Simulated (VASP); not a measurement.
# TiAl: restarted molecular dynamics, 2 variants

TiAl, Pm-3m (no. 221), 16 atoms in the cell. PBE, molecular dynamics; PAW potentials Ti, Al (PBE set).

| Restart from | Temperature at the end (K) | The same without a restart (K) | Potential energy at the end (eV/atom) | The same without a restart (eV/atom) | Electronic steps in the first step after the restart | Time (s) |
|---|---|---|---|---|---|---|
| CONTCAR with velocities, WAVECAR read | 1068.0 | 1068.0 | -5.87422 | -5.87422 | 9 | 220 |
| CONTCAR with velocities, no WAVECAR | 1068.0 | 1068.0 | -5.87422 | -5.87422 | 23 | 275 |

Limits: 120 fs of 16 atoms are too short for converged averages.

## Input of the first row

INCAR.step1:
```
  GGA = PE
  PREC = Normal
  ENCUT = 240
  EDIFF = 1E-6
  NELMIN = 4
  NELM = 60
  ALGO = Fast
  LREAL = Auto
  LASPH = True
  ISMEAR = -1
  SIGMA = 0.05
  ISYM = 0
  LWAVE = True
  LCHARG = False
  IBRION = 0
  NSW = 30
  POTIM = 2.0
  TEBEG = 1000
  ISIF = 2
  RANDOM_SEED = 619562 0 0
  MDALGO = 2
  SMASS = 0
  KPAR = 2
```

INCAR.step2, as INCAR.step1 but for:
```
- LWAVE = True
+ LWAVE = False
```

KPOINTS:
```
k-points
0
Monkhorst-Pack
  2 2 2
```

POSCAR.step1:
```
TiAl
1.0
    6.3581280000      0.0000000000      0.0000000000
    0.0000000000      6.3581280000      0.0000000000
    0.0000000000      0.0000000000      6.3581280000
Ti Al
8 8
Direct
    0.0000000000      0.0000000000      0.0000000000
    0.0000000000      0.0000000000      0.5000000000
    0.0000000000      0.5000000000      0.0000000000
    0.0000000000      0.5000000000      0.5000000000
    0.5000000000      0.0000000000      0.0000000000
    0.5000000000      0.0000000000      0.5000000000
    0.5000000000      0.5000000000      0.0000000000
    0.5000000000      0.5000000000      0.5000000000
    0.2500000000      0.2500000000      0.2500000000
    0.2500000000      0.2500000000      0.7500000000
    0.2500000000      0.7500000000      0.2500000000
    0.2500000000      0.7500000000      0.7500000000
    0.7500000000      0.2500000000      0.2500000000
    0.7500000000      0.2500000000      0.7500000000
    0.7500000000      0.7500000000      0.2500000000
    0.7500000000      0.7500000000      0.7500000000
```

Commands (each step's output is kept before the next begins):
```
cat potpaw_PBE.64/Ti/POTCAR potpaw_PBE.64/Al/POTCAR > POTCAR
cp INCAR.step1 INCAR
cp POSCAR.step1 POSCAR
mpirun -np 2 vasp_std > vasp.out
cp CONTCAR POSCAR
cp INCAR.step2 INCAR
mpirun -np 2 vasp_std > vasp.out
```

Changes of the last row against the first:
```
(step 1)
- LWAVE = True
+ LWAVE = False
```

VASP 6.6.1 took 220 s on 2 cores (Intel Xeon Platinum 8488C (Sapphire Rapids)), a shared host.
